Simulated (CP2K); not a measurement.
The system is TiB2.

```
Ti B
1.0
     3.02920    0.00000    0.00000
    -1.51460    2.62336    0.00000
     0.00000    0.00000    3.22840
Ti B
1 2
Direct
  0.00000 0.00000 0.00000
  0.66667 0.33333 0.50000
  0.33333 0.66667 0.50000
```

Program: CP2K 2026.2. Alike in all runs: task band structure; no spin polarisation; cell as given; k mesh 10 × 10 × 8.

Order these runs on this cell by their pressure, lowest first.
A. level r2SCAN; potentials or basis POTENTIAL_UZH Ti GTH-SCAN-q12, B GTH-SCAN-q3; TZVP-MOLOPT-SCAN-GTH basis; smearing fermi-dirac 0.01 eV; EPS_DEFAULT 1.0E-9; points a segment of the path (NPOINTS) 8; bands added on the path 6; CUTOFF of the grids 675 Ry
B. level PBEsol; potentials or basis POTENTIAL_UZH Ti GTH-PBE-q12, B GTH-PBE-q3; TZVP-MOLOPT-PBE-GTH basis; smearing fermi-dirac 0.1 eV; EPS_DEFAULT 1.0E-10; points a segment of the path (NPOINTS) 6; bands added on the path 2; CUTOFF of the grids 450 Ry
C. level LDA; potentials or basis GTH_POTENTIALS Ti GTH-PADE-q12, B GTH-PADE-q3; TZVP-MOLOPT-PBE-GTH basis; smearing fermi-dirac 0.1 eV; EPS_DEFAULT 1.0E-9; points a segment of the path (NPOINTS) 10; bands added on the path 2; CUTOFF of the grids 450 Ry

C (-369.0 GPa), B (-3.9 GPa), A (-1.5 GPa).

Caveats: the basis of atomic orbitals isn't converged, which shifts pressures, moduli and gaps; the potentials were made for another functional, which shifts forces and pressure (some runs); a pressure of tens of GPa on the cell as given is suspect, and the run, the potentials or the cell itself is likely at fault (some runs).

Runs at the PBE level aren't shown here.
